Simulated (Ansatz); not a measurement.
**NaI: moving I off its site**

NaI, Fm-3m, a = 6.473 Å (as given, not relaxed at this level: -0.5 GPa). Ansatz: PBEsol, PAW, 420 eV, Γ-centred 6×6×6 mesh on 2 atoms, Gaussian smearing 0.05 eV; no spin polarisation.

```
CELL_PARAMETERS angstrom
0.00000 3.23640 3.23640
3.23640 0.00000 3.23640
3.23640 3.23640 0.00000
ATOMIC_POSITIONS crystal
Na 0.00000 0.00000 0.00000
I 0.50000 0.50000 0.50000
```

Atom 2 (I) moves by x along the unit vector (0.000, 1.000, 0.000), with its periodic images; all else is held. y is the free energy of the cell over the start, F the force along the path summed over the moved atoms. Symmetry makes y even in x.

```tsv
x (Å)	y (meV)	F (eV/Å)
-0.5000	160.3	0.88
-0.2500	29.4	0.26
0.0000	0.0	0.00
0.0625	1.6	-0.05
0.1250	?	?
0.1875	15.7	-0.18
0.3125	49.0	-0.37
0.3750	75.9	-0.50
0.4375	112.2	-0.67
```

**Question.** Fit y = c2 x² + c4 x⁴ to the energies of the other rows, give the force constant, and predict energy and force of the missing row.

**Answer.** Least squares on the rows shown. y = 411.31 x² + 917.93 x⁴. The force constant is 2 c2 = 0.823 eV/Å² (for all images moving together, not for a lone atom). With two atoms in a cubic cell this is the optical mode at Γ without the LO field: ω = 521.5 √(2 c2/μ) = 107 cm⁻¹ for μ = 19.46 u. The force −dy/dx at the missing row is -0.11 eV/Å (computed -0.11). At x = 0.1250 the fit asked for gives 6.7 meV. The run gave 6.7 meV, the same to the digits shown.